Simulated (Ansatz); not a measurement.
We consider wurtzite InN, described by RPBE in Ansatz (PAW).

Run with plane-wave cutoff 520 eV, 12×12×6 k mesh (along the axes of the cell as run), Fermi–Dirac smearing 0.01 eV, scalar-relativistic PAW data made under PBE.

Equation-of-state points:

```json
[
 {"V (Å³/atom)": "15.814", "E − E_lowest (meV/atom)": "10.03", "P (GPa)": "5.06"},
 {"V (Å³/atom)": "16.143", "E − E_lowest (meV/atom)": "2.42", "P (GPa)": "2.39"},
 {"V (Å³/atom)": "16.473", "E − E_lowest (meV/atom)": "0.00", "P (GPa)": "0.01"},
 {"V (Å³/atom)": "16.802", "E − E_lowest (meV/atom)": "2.20", "P (GPa)": "-2.11"},
 {"V (Å³/atom)": "17.132", "E − E_lowest (meV/atom)": "8.52", "P (GPa)": "-4.00"}
]
```

### Question
What bulk modulus B0 and pressure derivative B′ does a third-order Birch–Murnaghan fit give?

### Answer
V0 = 16.474 Å³/atom, B0 = 112 GPa, B′ = 4.7 (fit to the energies at full precision).

Shape and atoms are relaxed at each volume.

Measured, for comparison: bulk modulus 126 GPa (room temperature, not corrected to a static lattice; as tabulated in Phys. Rev. B 49, 14 (GaN and InN under pressure), abstract); equilibrium volume per atom 15.38 Å³/atom (300 K, not corrected to a static lattice; as tabulated in Wikipedia's data pages). Computed (rounded) less measured: bulk modulus -11 %, equilibrium volume per atom +7.1 %.

Note: the gap of the solid is closed in this run; this level leaves the solid without a gap, although one is measured; the bulk modulus comes from volumes at which shape and atoms were relaxed.

Spin–orbit coupling is not included; it can open a gap where bands touch, and shift volumes and moduli.

Ansatz is an electronic-structure program.
